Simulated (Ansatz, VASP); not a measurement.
## Yb: VASP beside Ansatz

File INCAR:

```
SYSTEM = Yb
PREC = Accurate ; ENCUT = 520
EDIFF = 1E-6 ; ISMEAR = -1
SIGMA = 0.05 ; LREAL = .False.
LASPH = .True. ; NELM = 100
ALGO = Normal ; ISIF = 2
LWAVE = .False. ; LCHARG = .True.
ISPIN = 2 ; MAGMOM = 2.5
LORBIT = 11 ; LMAXMIX = 6
GGA = PE ; LELF = .True.
LVHAR = .True. ; NBANDS = 22
```

KPOINTS

```
Automatic mesh
0
Gamma
  8 8 8
  0 0 0
```

POSCAR

```
Yb
1.0
    0.0000000000      2.7431000000      2.7431000000
    2.7431000000      0.0000000000      2.7431000000
    2.7431000000      2.7431000000      0.0000000000
Yb
1
Direct
    0.0000000000      0.0000000000      0.0000000000
```

File input.yaml:

```yaml
crystal:
  lattice:
    - [0.0, 2.7431, 2.7431]
    - [2.7431, 0.0, 2.7431]
    - [2.7431, 2.7431, 0.0]
  atoms:
    - { symbol: Yb, position: [0.0, 0.0, 0.0], spin: 1.0 }
hamiltonian:
  xc: pbe
  pseudopotentials: { kind: paw }
magnetization:
  spin_polarized: true
kpoints:
  mp_grid: { grid: [8, 8, 8] }
scf:
  occupations: { method: fermi_dirac, width: 0.05 }
output:
  forces: true
  stress: true
  eigenvalues: true
  write_density: true
  write_potential: true
  elf: true
  volumetric_format: npy
```

Alike in both runs: task single point; functional PBE; k mesh 8 × 8 × 8; occupations fermi-dirac, width 0.05 eV; collinear spin, ferromagnetic start.

|  | VASP | Ansatz |
| --- | --- | --- |
| version | VASP 6.6.1 | Ansatz 0.2.0 |
| potentials or method | VASP PAW PBE potentials, release 64 (Yb) | Ansatz PAW |
| plane-wave cutoff (eV) | 520 | 420 |
| valence electrons in the cell | 24 | 24 |

```tsv
	VASP	Ansatz	Ansatz less VASP
gap on the k mesh at the Fermi level (eV)	none	none	-
pressure (GPa)	0.8	-2.1	-2.99
net moment per atom (μB)	0.01	0.00	-0.013
```

A gap of «none» marks a metal or a gap that the smearing closes. The functional is the same, so the differences come from potentials, cutoffs and numerics.

Caveats: spin-orbit coupling is left out, which moves the levels of the heavy elements; the starting moments weren't kept (Ansatz). The state reached can hang on the start; a lower one may exist.
